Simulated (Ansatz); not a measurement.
The system is BaS.

```xyz
2
Lattice="0.0000 3.1938 3.1938 3.1938 0.0000 3.1938 3.1938 3.1938 0.0000" Properties=species:S:1:pos:R:3 pbc="T T T"
Ba    0.0000    0.0000    0.0000
S     3.1938    3.1938    3.1938
```

```yaml
Program: Ansatz 0.2.0
Task: relaxation of cell and atoms
Functional: RPBE
Potentials_or_basis: all-electron LAPW, scalar-relativistic
Basis_error_allowed: 0.001 eV/atom
k_mesh: 7 × 7 × 7
Occupations: fermi-dirac, width 0.05 eV
Spin: no spin polarisation
```

At the start: volume 32.58 Å³/atom.

How do energy, volume and symmetry change on relaxing?

Over 4 steps the energy falls by 13.8 meV/atom and the volume is 34.55 Å³/atom (+6.0 %); space group Fm-3m (No. 225, to 0.05 Å).

The path:
| step | energy change (eV) | largest force (eV/Å) | volume (Å³) |
| --- | --- | --- | --- |
| 1 | 0.0000 | 0.0000 | 65.15 |
| 2 | -0.0262 | 0.0000 | 69.92 |
| 3 | -0.0276 | 0.0000 | 69.09 |
| 4 | -0.0276 | 0.0000 | 69.09 |

Final structure:
```
Ba S
1.0
     0.00000    3.25686    3.25686
     3.25686    0.00000    3.25686
     3.25686    3.25686    0.00000
Ba S
1 1
Direct
  0.00000 0.00000 0.00000
  0.50000 0.50000 0.50000
```
